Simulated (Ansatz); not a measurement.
# What HfO2 (Fm-3m) distorts into, part 3 of 3

Which phase does HfO2 (Fm-3m) fall into along its unstable mode, and how much energy does it gain?

Ansatz 0.2.0; DFT PBEsol, scalar-relativistic, plane waves, PAW.

So far. Step 5 (Energy along the mode, all amplitudes (two of the runs …): The lowest of the steps tried is at 0.22 Å, 19.3 meV/atom below the parent; the bottom of the well need not coincide with a step. Step 7 (The new phase in its own primitive cell): The largest force component left is 0.028 meV/Å and the pressure is 0.000 GPa, within the tolerances set. The cell now holds 10.96 Å³/atom. The relaxed cell has a = 3.567, c = 5.166 Å (conventional setting).

## (8) Modes of the new phase, k-mesh 6×6×4

A relaxed structure may still be a saddle point, so its zone-centre modes are computed. The response to a homogeneous field gives the Born charges and the dielectric tensor, and its change with displacement the Raman tensors.

File input.yaml:

```yaml
crystal:
  lattice:
    - [3.5670576235, 0.0, 0.0]
    - [0.0, 3.5670576235, 0.0]
    - [0.0, 0.0, 5.165951749]
  atoms:
    - { symbol: Hf, position: [0.5, 0.5, 0.5] }
    - { symbol: Hf, position: [0.0, 0.0, 0.0] }
    - { symbol: O, position: [0.0, 0.5, 0.7999007848] }
    - { symbol: O, position: [0.5, 0.0, 0.2000992152] }
    - { symbol: O, position: [0.0, 0.5, 0.2999007848] }
    - { symbol: O, position: [0.5, 0.0, 0.7000992152] }
kpoints:
  mp_grid: { grid: [6, 6, 4] }
hamiltonian:
  xc: pbesol
scf:
  occupations: { method: fixed }
output:
  eigenvalues: true
phonons:
  method: dfpt
  dielectric: true
  rigid_motions: translations
  raman: true
```

Command:

```
$ ansatz run input.yaml --threads 4 --pin off --max-ram 7168MiB --backend cpu --events-out ev --progress --plain --runs-dir out
```

Numbers of over 12 decimals in the logs are rounded to 6 here.

The log of the run:

```text
[...]
Crystal: 6 atoms, lattice volume = 65.731 Å³
Basis set: ecut = 420 eV, 1277 PW (Γ), exchange–correlation on 48×48×72 points (8 copies of the dense FFT grid, shifted against one another)
Bands: 46, of which v1, the nominal top of the filled ones, is band 38 counted from 1 (37 counted from 0)
Symmetry: 16 space group operations
k-points: 76 of 144 (irreducible under 1 space group operation, time reversal used)
[...]
SCF iter   1: F=—  HF=-33450.350182 eV  |F-HF|=—  |Δ(HF+E_count)|=         —  Δρ=1.87e-2  dr2=1.83e-1  ethr=1.77e-3  ⟨swp⟩=4.1  Hψ=9815  notcnv=0  defer=308
[...]
SCF iter  10: F=-33450.303472 eV  HF=-33450.303472 eV  |F-HF|=0.00e0  |Δ(HF+E_count)|=  6.55e-11  Δρ=9.57e-8  dr2=4.46e-12  ethr=1.00e-12  ⟨swp⟩=6.0  Hψ=17350  notcnv=0
SCF 1 converged in 10 iterations: F = -33450.303472 eV  dr2 = 4.46e-12
[...]
DFPT response loops at Γ: preconditioner auto → none (the input reference at scf.mixing.eps_inf says where Resta's filter doesn't serve); β = 0.50; Broyden in place of MSR1
── the response to a field inside a basis, on 10×10×8 k-points: an SCF that follows is theirs, and a resumed run solves both again ──
Bands: 39, of which v1, the nominal top of the filled ones, is band 38 counted from 1 (37 counted from 0)
k-points: 60 of 800
[...]
Eigensolver: Dense (60 Hₖ)
SCF iter   1: F=—  HF=-33450.236804 eV  |F-HF|=—  |Δ(HF+E_count)|=         —  Δρ=6.50e-4  dr2=4.50e-5  ethr=1.00e-1
[...]
SCF iter   8: F=-33450.236800 eV  HF=-33450.236800 eV  |F-HF|=7.28e-12  |Δ(HF+E_count)|=  8.73e-11  Δρ=1.01e-7  dr2=6.16e-12  ethr=1.00e-12
SCF 1 converged in 8 iterations: F = -33450.236800 eV  dr2 = 6.16e-12
[...]
SCF converged after 10 iterations
Free energy (F): -33450.303472 eV
[...]
Internal energy: -33450.303472 eV  (E = F + TS)
E sigma→0 (E₀):  -33450.303472 eV
Fermi energy:    15.005370 eV
[...]
--- Band table (eV; the first three rows and the last of 76) ---
  k-point 0: bands = [... 34 lower, 14.4049, 14.8823, 14.9221, 14.9221, 19.5749, 19.6260, 20.7898, 21.1174, ... 4 higher]
  k-point 1: bands = [... 34 lower, 14.0913, 14.0913, 14.9585, 14.9585, 19.8100, 19.9030, 20.7988, 20.8551, ... 4 higher]
  k-point 2: bands = [... 34 lower, 14.3807, 14.3807, 14.9934, 14.9934, 20.2948, 20.2948, 20.5594, 20.5594, ... 4 higher]
  k-point 75: bands = [... 34 lower, 13.6017, 13.6017, 15.0054, 15.0054, 20.8916, 20.8916, 21.1368, 21.1368, ... 4 higher]
--- Phonons (Γ-DFPT): 5 representative perturbations + reference, on 76 of 144 k-points (Σ response iterations 19) ---
  k mesh reduced under 1 symmetry operation, with k and −k counted as one. Each operation leaves every solved perturbation unchanged. A smaller set is not considered because the run solves the response to a homogeneous field
  ASR residual: 2.791e-5 → 0.000e0 eV/Å²; symmetrization residual: 1.593e-5 eV/Å²
  ASR residual per site (eV/Å²): 2.79e-5 2.79e-5 1.41e-5 1.41e-5 1.41e-5 1.41e-5
  Γ frequencies (cm⁻¹): 0.00 0.00 0.00 78.02 78.02 99.28 99.28 222.85 297.56 314.75 440.38 440.38 457.14 457.14 589.99 650.25 662.67 662.67
  ε∞ (high-frequency dielectric tensor):
        5.347929     0.000000     0.000000
        0.000000     5.347929     0.000000
        0.000000     0.000000     4.846036
  ε⁰ (static dielectric tensor: ions relaxed, cell fixed):
      113.958717     0.000000     0.000000
        0.000000   113.958717    -0.000000
        0.000000    -0.000000    17.950435
  ε⁰ − ε∞ (ionic part):
      108.610788     0.000000     0.000000
        0.000000   108.610788    -0.000000
        0.000000    -0.000000    13.104399
  softest optical mode at Γ: 78.02 cm⁻¹; the repairs (sum rule, projections) moved no ω² at Γ by more than (2.26 cm⁻¹)²
  Born effective charges Z* (e; rows j = field, columns β = displacement):
    site 0:
         5.54752   -0.00000   -0.00000
         0.00000    5.54752    0.00000
        -0.00000   -0.00000    4.85049
    site 1:
         5.54752   -0.00000    0.00000
         0.00000    5.54752   -0.00000
         0.00000    0.00000    4.85049
    site 2:
        -2.11004   -0.00000   -0.00000
        -0.00000   -3.43748    0.00000
        -0.00000   -0.00000   -2.42524
    site 3:
        -3.43748    0.00000    0.00000
        -0.00000   -2.11004   -0.00000
         0.00000   -0.00000   -2.42524
    site 4:
        -3.43748    0.00000   -0.00000
        -0.00000   -2.11004   -0.00000
        -0.00000   -0.00000   -2.42524
    site 5:
        -2.11004   -0.00000    0.00000
        -0.00000   -3.43748   -0.00000
        -0.00000    0.00000   -2.42524
  Z* charge neutrality: 3.216e-3 e pre-enforcement
  solved inside a basis spanned on kpoints, on 10×10×8 k-points: ε∞ is read to err by 1.5e-2, Z* by 2.8e-2 e (field_mesh: kpoints solves on kpoints); Z* is corrected for what the basis lacks
  Raman tensors (in the event stream and the table raman_tensors.tsv): an entry may err by 5.4e-2 Å², one of the second-order susceptibility by 7.8e-19 pm/V (basis, points and sum rule); their sum over the sites missed zero by 4.441e-16 Å² ahead of its enforcement
  optical modes at Γ without the LO–TO term, one row a degenerate level:
      ω (cm⁻¹)  modes    IR ((D/Å)²/amu)  static Raman (Å⁴/amu)  depolarisation
         78.02      2            38.6771                 0.0000               —
         99.28      2             0.0000                 0.6689           0.750
        222.85      1             0.0000                 6.3110           0.750
        297.56      1             0.0000                68.8901           0.273
        314.75      1            40.0088                 0.0000               —
        440.38      2             0.0000                18.6667           0.750
        457.14      2            71.0722                 0.0000               —
        589.99      1             0.0000                14.8900           0.750
        650.25      1             0.0000                 0.0000               —
        662.67      2             0.0000                58.5533           0.750
  optical modes at Γ + LO–TO along q̂ = [1.0000, 0.0000, 0.0000]:
      ω (cm⁻¹)  modes    IR ((D/Å)²/amu)  static Raman (Å⁴/amu)  depolarisation
         78.02      1            19.3385                 0.0000               —
         99.28      2             0.0000                 0.6689           0.750
        222.85      1             0.0000                 6.3110           0.750
        234.47      1             2.8326                 0.0000               —
        297.56      1             0.0000                68.8901           0.273
        314.75      1            40.0088                 0.0000               —
        440.38      2             0.0000                18.6667           0.750
        457.14      1            35.5361                 0.0000               —
        589.99      1             0.0000                14.8900           0.750
        650.25      1             0.0000                 0.0000               —
        662.67      2             0.0000                58.5533           0.750
        702.16      1            52.0420                 0.0000               —
  optical modes at Γ + LO–TO along q̂ = [0.0000, 1.0000, 0.0000]:
      ω (cm⁻¹)  modes    IR ((D/Å)²/amu)  static Raman (Å⁴/amu)  depolarisation
         78.02      1            19.3385                 0.0000               —
         99.28      2             0.0000                 0.6689           0.750
        222.85      1             0.0000                 6.3110           0.750
        234.47      1             2.8326                 0.0000               —
        297.56      1             0.0000                68.8901           0.273
        314.75      1            40.0088                 0.0000               —
        440.38      2             0.0000                18.6667           0.750
        457.14      1            35.5361                 0.0000               —
        589.99      1             0.0000                14.8900           0.750
        650.25      1             0.0000                 0.0000               —
        662.67      2             0.0000                58.5533           0.750
        702.16      1            52.0420                 0.0000               —
  optical modes at Γ + LO–TO along q̂ = [0.0000, 0.0000, 1.0000]:
      ω (cm⁻¹)  modes    IR ((D/Å)²/amu)  static Raman (Å⁴/amu)  depolarisation
         78.02      2            38.6771                 0.0000               —
         99.28      2             0.0000                 0.6689           0.750
        222.85      1             0.0000                 6.3110           0.750
        297.56      1             0.0000                68.8901           0.273
        440.38      2             0.0000                18.6667           0.750
        457.14      2            71.0722                 0.0000               —
        589.99      1             0.0000                14.8900           0.750
        605.77      1            40.0088                 0.0000               —
        650.25      1             0.0000                 0.0000               —
        662.67      2             0.0000                58.5533           0.750
```

Wall time 9.6 min (4 threads of Arm Neoverse V1, shared host); peak memory 2.1 GiB.

Numbers from this step:

```
sum-rule residual before enforcement                    : 2.79e-5 eV/Å²
miss of the charge sum rule                             : 0.003216 e
estimated error of the dielectric tensor                : 0.01501
estimated error of the Born charges                     : 0.02809 e
point group                                             : 4/mmm
highest optical mode at the zone centre (no LO-TO term) : 662.7 cm⁻¹
lowest optical zone-centre mode                         : 78.02 cm⁻¹
mean high-frequency dielectric constant                 : 5.181
largest Born charge (third of the trace)                : 5.315 e
mean static dielectric constant                         : 81.96
top of the zone-centre spectrum with the field          : 702.2 cm⁻¹
```

Without the LO-TO term. Patterns of degenerate modes are one choice out of their space. The modes at Γ (shares of kinetic energy by element, %):

```csv
mode,frequency (cm⁻¹),symmetry,Hf %,O %
1,0.0,acoustic,85,15
2,0.0,acoustic,85,15
3,0.0,acoustic,85,15
4,78.0,Eu,9,91
5,78.0,Eu,9,91
6,99.3,Eg,98,2
7,99.3,Eg,98,2
8,222.8,B1g,96,4
9,297.6,A1g,0,100
10,314.8,A2u,15,85
11,440.4,Eg,1,99
12,440.4,Eg,1,99
13,457.1,Eu,7,93
14,457.1,Eu,7,93
15,590.0,B1g,4,96
16,650.2,B2u,0,100
17,662.7,Eg,1,99
18,662.7,Eg,1,99
```

Displacements in mode 5 (78.0 cm⁻¹), the largest set to 1:
```
Hf1 -0.09 -0.02  0.00
Hf2 -0.09 -0.02  0.00
O3   1.00  0.00  0.00
O4   0.03  0.16  0.00
O5   0.03  0.16  0.00
O6   1.00  0.00  0.00
```

Displacements in mode 15 (590.0 cm⁻¹), the largest set to 1:
```
Hf1  0.00  0.00  0.08
Hf2  0.00  0.00 -0.08
O3   0.00  0.00  1.00
O4   0.00  0.00  1.00
O5   0.00  0.00 -1.00
O6   0.00  0.00 -1.00
```

Optical modes at the zone centre, without and with the macroscopic field of the longitudinal modes; each column is sorted by frequency, so a row need not hold one and the same mode. Modes with and without the field, by row:

```csv
rank among optical modes,no field (cm⁻¹),"q along (1, 0, 0) (cm⁻¹)","q along (0, 0, 1) (cm⁻¹)"
1,78,78,78
2,78,99.3,78
3,99.3,99.3,99.3
4,99.3,222.8,99.3
5,222.8,234.5,222.8
6,297.6,297.6,297.6
7,314.8,314.8,440.4
8,440.4,440.4,440.4
9,440.4,440.4,457.1
10,457.1,457.1,457.1
11,457.1,590,590
12,590,650.2,605.8
13,650.2,662.7,650.2
14,662.7,662.7,662.7
15,662.7,702.2,662.7
```

Born charge (rows field, columns displacement) (e), principal values of the symmetric part by kind of site:

```csv
atom,atoms with these values,low,middle,high,mean
Hf1,2,4.85,5.55,5.55,5.32
O3,4,-3.44,-2.43,-2.11,-2.66
```

In full for Hf1:

```
5.55 0.00 0.00
0.00 5.55 0.00
0.00 0.00 4.85
```

High-frequency dielectric tensor:

```
5.35 0.00 0.00
0.00 5.35 0.00
0.00 0.00 4.85
```

Static dielectric tensor (ions relaxed, fixed cell):

```
114.0   0.0   0.0
  0.0 114.0   0.0
  0.0   0.0  18.0
```

Transverse modes. Infrared lines, with heights relative to the strongest:

```csv
position (cm⁻¹),label,relative intensity
78,Eu,54
99,Eg,0.0
223,B1g,0.0
298,A1g,0.0
315,A2u,56
440,Eg,0.0
457,Eu,100
590,B1g,0.0
650,B2u,0.0
663,Eg,0.0
```

Activity x (w_L - w)^4 (n + 1)/w, 532 nm, 300 K; modes without the macroscopic field alone. Raman lines, with heights relative to the strongest:

```csv
position (cm⁻¹),label,relative intensity
78,Eu,0.0
99,Eg,6.1
223,B1g,14
298,A1g,100
315,A2u,0.0
440,Eg,15
457,Eu,0.0
590,B1g,8.3
650,B2u,0.0
663,Eg,28
```

Before it was imposed, the acoustic sum rule was missed by 2.8e-5 eV/Å² and the charge sum rule by 0.0032 e. Small misses are needed for a sound result but don't prove that mesh and cutoff are converged. The lowest optical mode is real, 78.0 cm⁻¹.

## (9) Summary of results

```json
{
 "unstable mode of the parent": "q = (0, -0.5, -0.5), 221i cm⁻¹",
 "depth at the lowest point sampled": "19.3 meV/atom",
 "largest atomic shift at that point": "0.22 Å",
 "space group reached (within 0.01 Å)": "P4_2/nmc",
 "energy gained over the parent (first relaxation, on the mesh of the frozen mode)": "26.2 meV/atom",
 "volume per atom, phase reached": "11.0 Å³",
 "gap on the k-mesh, phase reached": "4.57 eV",
 "lowest optical zone-centre mode, phase reached": "78.0 cm⁻¹",
 "highest optical mode at the zone centre (no LO-TO term), phase reached": "663 cm⁻¹"
}
```

What this shows: Along this mode the structure falls into P4_2/nmc, 26.2 meV/atom below the parent. At the parent's cell the well is 19.32 meV/atom deep on the steps tried, with its lowest point at a shift of 0.22 Å. Relaxing atoms and cell changes the gain by +6.87 meV/atom against the lowest step (energies at zero smearing). The new phase has no imaginary mode at the zone centre of its cell; other wavevectors were not checked. Each path keeps the symmetry of its pattern, so a lower phase may lie along a pattern not tried. The program warns that the interpolation holds no quadrupole term, so branches close to Γ can be off in this crystal. Spin-orbit coupling is left out, which can matter for the heavy elements here.

[Logs are printed without paths, hosts, clocks, repeated set-up lines and the standing remarks that a program may print on its own settings, such as how far it seeks lower states.]

[Hosts, paths, dates, database ids (printed as entryN), source tags and the programs' standing remarks are cut or masked in the printed files.]
